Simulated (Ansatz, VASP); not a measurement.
Pt in VASP and in Ansatz

```
CELL_PARAMETERS angstrom
-1.53669 1.53669 1.58422
1.53669 -1.53669 1.58422
1.53669 1.53669 -1.58422
ATOMIC_POSITIONS crystal
Pt 0.00000 0.00000 0.00000
```

Change from the starting cell: strain -0.030 along x and y, +0.000 along z, atoms carried along.

Alike in both runs: task single point; functional PBEsol; k mesh 22 × 22 × 22; occupations gaussian, width 0.15 eV; no spin polarisation.

|  | VASP | Ansatz |
| --- | --- | --- |
| version | VASP 6.6.1 | Ansatz 0.2.0 |
| potentials or method | VASP PAW PBE potentials, release 64 (Pt) | scalar-relativistic, plane waves, PAW |
| plane-wave cutoff (eV) | 520 | 420 |
| valence electrons in the cell | 10 | 18 |

|  | VASP | Ansatz | Ansatz less VASP |
| --- | --- | --- | --- |
| gap on the k mesh at the Fermi level (eV) | none | none | - |
| pressure (GPa) | 4.3 | 4.6 | +0.34 |
| largest component of the traceless stress (GPa) | 2.21 | 2.21 | -0.004 |

A gap of «none» marks a metal or a gap that the smearing closes. The two sets of potentials don't hold the same shells in valence.

Caveats: the PAW data sets were made with another functional, which shifts forces and pressure a little (VASP). The runs have no spin-orbit coupling, so splittings on Pt are missing.
